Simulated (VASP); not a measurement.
Write the native input for VASP 6.6.1 that does the following.

| Property | Result |
| --- | --- |
| Task | single point |
| Functional | PBE |
| Potentials or basis | VASP PAW PBE potentials, release 64 (Nb_sv, As) |
| Cutoff | 520 eV |
| k mesh | 9 × 9 × 5 |
| Occupations | fermi-dirac, width 0.08 eV |
| Spin | no spin polarisation |
| Dipole correction | no |
| Further INCAR settings | ALGO = Normal; EDIFF = 1e-06; NBANDS = 26 |

The structure of NbAs lies in POSCAR:

```
NbAs
1.0
    3.3999760739      0.0000000000      0.0000000000
   -1.6999880370      2.9444656523      0.0000000000
    0.0000000000      0.0000000000      8.3619386756
Nb As
2 2
Direct
    0.3333333333      0.6666666667      0.0366264394
    0.6666666667      0.3333333333      0.5366264394
    0.3333333333      0.6666666667      0.3393735606
    0.6666666667      0.3333333333      0.8393735606
```

Measurements of this composition are mostly on another form, of space group No. 109.

One way to write it, as run:

INCAR

```
ALGO     = Normal         # electronic algorithm
EDIFF    = 1E-6           # SCF threshold, eV
ENCUT    = 520            # plane-wave cutoff, eV
GGA      = PE             # functional
ISIF     = 2              # what is computed and relaxed
ISMEAR   = -1             # smearing method
LASPH    = True           # aspherical terms in the spheres
LCHARG   = False          # write CHGCAR
LREAL    = False          # projectors in reciprocal space
LWAVE    = False          # write WAVECAR
NBANDS   = 26             # bands
NELM     = 100            # most SCF steps
PREC     = Accurate       # precision mode
SIGMA    = 0.08           # smearing width, eV
```

KPOINTS

```
k-points
0
Gamma
  9 9 5
```

Potentials or basis: VASP PAW PBE potentials, release 64 (Nb_sv, As).

Launch:

```bash
$ cat potpaw_PBE.64/Nb_sv/POTCAR potpaw_PBE.64/As/POTCAR > POTCAR
$ mpirun -np 1 vasp_std > vasp.out
```

Results of the run:

```json
{
 "Pressure": "0.0 GPa",
 "Largest force": "0.008 eV/Å",
 "Band gap on the k mesh": "none (metal or under the smearing width)"
}
```

Wall time 100 s on 1 thread of Intel(R) Xeon(R) Platinum 8375C CPU @ 2.90GHz (Ice Lake), on a shared host, peak memory 0.24 GiB.
